## What is computed

The fault energy is the energy per area that it costs to slide one half of a crystal rigidly over the other. Here density functional theory with the PBEsol functional gives it for MoSi₂, with every atom held fixed within its half. The column "slip" is the displacement as a fraction of the slip vector, a full lattice step of 3.19 Å that restores the crystal. The shear traction is the slope of the fault energy along the slip, that is, the force per area needed to hold the halves in place.

Rigid, unrelaxed slide of MoSi₂ (I4/mmm, 12-atom cell) across a (001) plane between two Si layers, one fault per cell, with slip vector a (3.19 Å). Ansatz 0.2.0, plane-wave PAW, PBEsol, scalar-relativistic, no spin polarisation; cutoff 420 eV, k mesh 15×15×3, Gaussian smearing 0.15 eV. Fault energies are free energies relative to the unslipped crystal.

| slip (fraction of the slip vector) | fault energy (mJ/m²) | shear traction (GPa (slope of the fault energy along the slip)) |
| --- | --- | --- |
| 0 | 0 | 0 |
| 0.1 | 428 | 26.36 |
| 0.2 | 1614 | 46.32 |
| 0.3 | 3232 | 51.97 |
| 0.4 | 4692 | 35.67 |
| 0.5 | 5306 | 0.01 |

The energy rises at every step and reaches its top half-way, at 5306 mJ/m². The traction is zero at the start, largest at slip 0.3 among the computed rows, and practically zero again at 0.5. Two questions follow: why the top is so high, and why the later part of the climb is the steeper one.

## The atoms at the cut

The cut runs between two flat layers of silicon, 1.33 Å apart. In the perfect crystal each Si atom sits over the hollow between four Si atoms of the other layer, all at 2.62 Å. Behind each Si layer lies a layer of molybdenum. Each Mo atom next to the cut has a Si partner straight across it, also at 2.62 Å.

Sliding disturbs both kinds of contact. Two of the four Si–Si contacts close up while the other two open. The Mo–Si contact starts upright, then tilts and stretches. No atom can step aside, since the slide is rigid.

## Slip 0.5: the top of the path

Half-way, each Si atom sits over the bridge between two Si atoms. These two contacts have shrunk to 2.08 Å, while the other two have opened to 3.81 Å and hardly count as bonds any more. Each Mo atom has lost its upright partner and now stands midway between two Si atoms at 3.07 Å. Close contacts have become too close, and good bonds have become poor ones.

The vanishing traction does not mean that the crystal is at rest here. Pushes to the left and to the right cancel by symmetry, as they do for a ball balanced on a ridge. The forces that drive the layers apart do not cancel: each Si atom at the cut is pushed away from it with 4.8 eV/Å. This row is the maximum of the path and not a stable stacking fault.

## One estimate: where does the push come from?

The stress in the cell offers a test of the crowding. Suppose that the whole rise in stress at slip 0.5 came from repulsion along the short Si–Si contacts. A pair of atoms that repel along the line joining them adds to the stress in each direction in proportion to the square of the pair's extent in that direction.

At slip 0.5 the short contacts have no extent along the slip, x. They reach half a lattice step sideways, $y = 3.19/2 \approx 1.60$ Å, and one layer spacing upwards, $z = 1.33$ Å. The stress along x should therefore not rise at all, and the other two rises should stand in the ratio

$$\frac{\sigma_{yy}}{\sigma_{zz}} = \left(\frac{y}{z}\right)^2 \approx 1.44 .$$

The calculation gives rises of 10.97 GPa sideways and 7.08 GPa upwards, a ratio of 1.55, and only 0.19 GPa along x. The estimate contains no adjusted constant and falls 7 % below the computed ratio. The thickness of the cell, which sets the size of these stresses, drops out of the ratio. The stress at the top is thus shared between the directions much as expected of crowded silicon. The estimate does not tell how much of the fault energy the crowding costs.

## Slip 0.1: molybdenum resists too

The fault energy is the work done against the forces along the slip, so it matters which atoms feel them. At slip 0.1 the force is 1.02 eV/Å on a Si atom at the cut and 0.70 eV/Å on the Mo atom behind it. Summed over the path, Mo carries about 44 % of the whole shear force. If silicon atoms merely bumped into silicon atoms, so large a share on the second layer would be hard to understand. A bond across the cut also acts on both its ends, so part of the force on Si is expected to come from Mo.

The natural candidate is the Mo–Si bond across the cut. At slip 0.1 it has grown by only 0.02 Å, so its change in length alone is a weak explanation for the force. It has, however, tilted. Bonds between the d orbitals of a transition metal and the p orbitals of silicon are directional, and tilting spoils their overlap before it stretches them much. This is an argument from bonding theory; the calculation gives forces on atoms, not the energy of each bond. Electrons that rearrange around the crowded silicon could also pass some force on to Mo.

## Slip 0.4: why the climb is lopsided

The simplest picture of sliding, the Frenkel model, takes the energy as a smooth sine-like wave. The traction would then be the same at slip 0.1 as at 0.4. The computed value at 0.4 is 35 % higher. The pair 0.2 and 0.3 leans the same way, by 12 %, so the resistance is shifted towards the top of the barrier.

Steep repulsion between the close Si atoms is likely to be part of the reason. From slip 0.1 to 0.4 the outward push on each Si atom at the cut grows from 0.4 to 4.3 eV/Å. By then, however, the short contacts stand almost square to the slip, so only a small part of their repulsion resists the slide. The force along the slip therefore grows by only about a fifth on these Si atoms, while on Mo it grows by about a half. More of the added force thus falls on Mo than on Si. The stretching of the Mo–Si contact, to 2.91 Å by slip 0.4, looks like a natural cause, but it cannot be the only one. A stretched bond would pull Mo back along the slip and towards the cut, while the net force on Mo at slip 0.4 points back along the slip and away from the cut. Resistance to tilting would give a force of that direction, and electrons that rearrange around the crowded silicon might do so too. No run here separates the two, so the reason for the growing share of Mo, and with it for much of the lopsided climb, stays open.

## Reading the numbers in practice

For another rigid slide of this kind, the same questions give a first guess of the curve: which contacts across the cut close, which open, and which upright bonds are tilted? Symmetry then shows where the traction must vanish, and the energies tell whether such a point is a valley or a ridge.

The height of the barrier is an upper bound for this path. If the atoms could relax at fixed slip, the crowded layers would move apart and the energy would fall, by an amount not computed here. The largest traction, 52 GPa, is likewise no yield stress: real crystals usually slip by moving dislocations, not by shifting a whole plane at once. The printed analysis that follows lists the distances, energy steps and force ratios used above.

Output of the analysis:

```
Contacts across the cut in angstrom:
  row  short Si-Si  long Si-Si  Mo-Si
  0.0        2.618       2.618   2.62
  0.1        2.437       2.824   2.64
  0.2        2.286       3.049  2.697
  0.3        2.172        3.29  2.789
  0.4        2.101       3.543  2.914
  0.5        2.077       3.806  3.067
Climb of the energy:
  row  step in mJ/m2  percent of top
  0.0            n/a               0
  0.1            428           8.066
  0.2           1186           30.42
  0.3           1618           60.91
  0.4           1460           88.43
  0.5            614             100
Traction at slip 0.4 over that at 0.1: 1.353
Traction at slip 0.3 over that at 0.2: 1.122
Force on Si at the cut, slip 0.4 over 0.1: 1.209
Force on Mo behind the cut, slip 0.4 over 0.1: 1.543
Mo force as percent of the whole shear force, slip 0.1: 41.93
Mo force as percent of the whole shear force, slip 0.4: 47.81
Mo force as percent of the whole, summed over the path: 44.27
Lengthening of the Mo-Si contact at slip 0.1 in angstrom: 0.01935
Rise of stress xx at slip 0.5 in GPa: 0.1866
Rise of stress yy at slip 0.5 in GPa: 10.97
Rise of stress zz at slip 0.5 in GPa: 7.075
Computed ratio yy to zz: 1.551
Ratio yy to zz from the short Si-Si contacts alone: 1.439
Estimate less computed ratio in percent: -7.19
```
